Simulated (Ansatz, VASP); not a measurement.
# Bi in VASP and in Ansatz

```xyz
2
Lattice="3.5117 -3.1533 0.0000 3.5117 3.1533 0.0000 -1.2686 0.0000 3.1342" Properties=species:S:1:pos:R:3 pbc="T T T"
Bi    4.2014    0.0000    2.6872
Bi    1.5534    0.0000    0.4470
```

Change from the starting cell: volume scaled by 1.02.

Alike in both runs: task single point; functional PBE; k mesh 6 × 6 × 9; occupations fermi-dirac, width 0.05 eV; no spin polarisation.

|  | VASP | Ansatz |
| --- | --- | --- |
| version | VASP 6.6.1 | Ansatz 0.2.0 |
| potentials or method | VASP PAW PBE potentials, release 64 (Bi_d) | Ansatz PAW |
| plane-wave cutoff (eV) | 520 | 420 |
| valence electrons in the cell | 30 | 30 |

|  | VASP | Ansatz | Ansatz less VASP |
| --- | --- | --- | --- |
| gap on the k mesh at the Fermi level (eV) | none | none | - |
| pressure (GPa) | -0.9 | -0.9 | +0.06 |
| largest component of the traceless stress (GPa) | 0.69 | 0.69 | -0.005 |
| rms of the force components (eV/Å) | 0.038 | 0.040 | +0.0016 |

Atom by atom the forces differ by 0.002 eV/Å (rms over components). A gap of «none» marks a metal or a gap that the smearing closes. With one functional, cell and mesh, what is left measures potentials, basis and numerics.

Caveats: spin-orbit coupling is left out, which moves the levels of the heavy elements.
